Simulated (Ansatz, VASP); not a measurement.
**One calculation of Pd, two programs**

```xyz
4
Lattice="2.7630 0.0000 0.0000 0.0000 2.7630 0.0000 0.0000 0.0000 22.8612" Properties=species:S:1:pos:R:3 pbc="T T T"
Pd    1.3815    1.3815    8.5000
Pd    0.0000    0.0000   10.4537
Pd    1.3815    1.3815   12.3856
Pd    0.0000    0.0000   14.3090
```

Alike in both runs: functional r2SCAN; k mesh 10 × 10 × 1; occupations gaussian, width 0.1 eV; no spin polarisation.

Ansatz relaxed the structure, and its values are those at the end. VASP's run is a single point on that final structure, the one shown.

|  | VASP | Ansatz |
| --- | --- | --- |
| version | VASP 6.6.1 | Ansatz 0.2.0 |
| potentials or method | VASP PAW PBE potentials, release 64 (Pd) | scalar-relativistic, plane waves, PAW |
| plane-wave cutoff (eV) | 520 | 500 |
| valence electrons in the cell | 40 | 72 |

```tsv
	VASP	Ansatz	Ansatz less VASP
gap on the k mesh at the Fermi level (eV)	none	none	-
rms of the force components (eV/Å)	0.050	0.050	0.0000
work function, face that differs most (eV)	5.07	5.07	-0.002
```

A gap of «none» marks a metal or a gap that the smearing closes. The two sets of potentials don't hold the same shells in valence. Ansatz warned: «xc_potential_rough_in_thin_density».

Caveats: the PAW data sets were made with another functional, which shifts forces and pressure a little (VASP).
